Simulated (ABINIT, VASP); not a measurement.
**PtS2: band gap by level of theory**

```cif
data_structure
_symmetry_space_group_name_H-M 'P 1'
_symmetry_Int_Tables_number 1
_cell_length_a 3.5432
_cell_length_b 3.5432
_cell_length_c 5.0388
_cell_angle_alpha 90.000
_cell_angle_beta 90.000
_cell_angle_gamma 120.000
_cell_volume 54.78
loop_
_atom_site_label
_atom_site_type_symbol
_atom_site_fract_x
_atom_site_fract_y
_atom_site_fract_z
_atom_site_occupancy
Pt1 Pt 0.00000 0.00000 0.00000 1
S1 S 0.66667 0.33333 0.77300 1
S2 S 0.33333 0.66667 0.22700 1
```

| rung | level | program and potentials | cutoff (eV) | k mesh | task | band gap (eV) | notes |
| --- | --- | --- | --- | --- | --- | --- | --- |
| LDA | LDA | ABINIT, JTH PAW LDA v2.0 | 544 | 12 × 12 × 6 | single point | 0.71 | mesh may miss the edge; far from this level's other runs, cause not traced |
| GGA | AM05 | VASP, PBE PAW files Pt, S, 520 eV | 520 | 9 × 9 × 5 | band structure | 1.00 | potentials made for PBE |
| GGA | PBE | ABINIT, JTH PAW PBE v2.0 | 544 | 12 × 12 × 6 | single point | 0.80 | mesh may miss the edge; far from this level's other runs, on another mesh |
| GGA | PBE | VASP, PBE PAW files Pt, S_h, 900 eV | 900 | 9 × 9 × 5 | band structure | 1.02 | - |
| GGA | PW91 | VASP, PBE PAW files Pt, S, 520 eV | 520 | 9 × 9 × 5 | band structure | 1.03 | potentials made for PBE |
| GGA | RPBE | VASP, PBE PAW files Pt, S, 520 eV | 520 | 9 × 9 × 5 | band structure | 1.07 | potentials made for PBE; from the band path |
| meta-GGA | TPSS | VASP, PBE PAW files Pt, S, 520 eV | 520 | 9 × 9 × 5 | band structure | 1.08 | potentials made for PBE |
| Hartree-Fock | HF | VASP, PBE PAW files Pt, S, 520 eV | 520 | 5 × 5 × 3 | band structure | 7.14 | coarse mesh; potentials made for PBE; from the band path |

All rows: no spin polarisation. Gaps are the least found on the k mesh or the band path, and a mesh can miss the band edges. The cell comes from a database and isn't always the measured one. Meshes differ between rows, which moves values too. All levels ran on this one cell, unrelaxed unless noted. Meshes are those of the run's cell of 3 atoms unless a note names another. Runs on faulty files, with rough fits or with known faults for this quantity aren't shown. No row holds spin-orbit coupling.

By rung: LDA 0.71; GGA 0.80 to 1.07; meta-GGA 1.08; Hartree-Fock on coarse meshes 7.14 (eV).

PtS2 is a semiconductor at every level shown, but Hartree-Fock opens the gap to 7.14 eV, far above all the semilocal values. Formally, Pt(IV) is low-spin d6 in an octahedral sulfur field, so the gap separates filled S p and Pt t2g-derived states from empty, antibonding Pt eg–S p states. Hartree-Fock exchange acts on these states without the dielectric screening of the polarisable, covalent Pt–S framework, and so greatly exaggerates their separation. Semilocal functionals usually err the other way, so the true quasiparticle gap probably lies between the two groups, much nearer the semilocal one.

The differences among the semilocal functionals don't support a ranking, since the two PBE results, 0.80 and 1.02 eV, are themselves further apart than the VASP GGA and meta-GGA values. Incomplete sampling can only overestimate a gap, so the lower PBE value suggests that a band edge lies off the path used for the higher one. The gap values alone don't show whether the gap is direct or indirect.
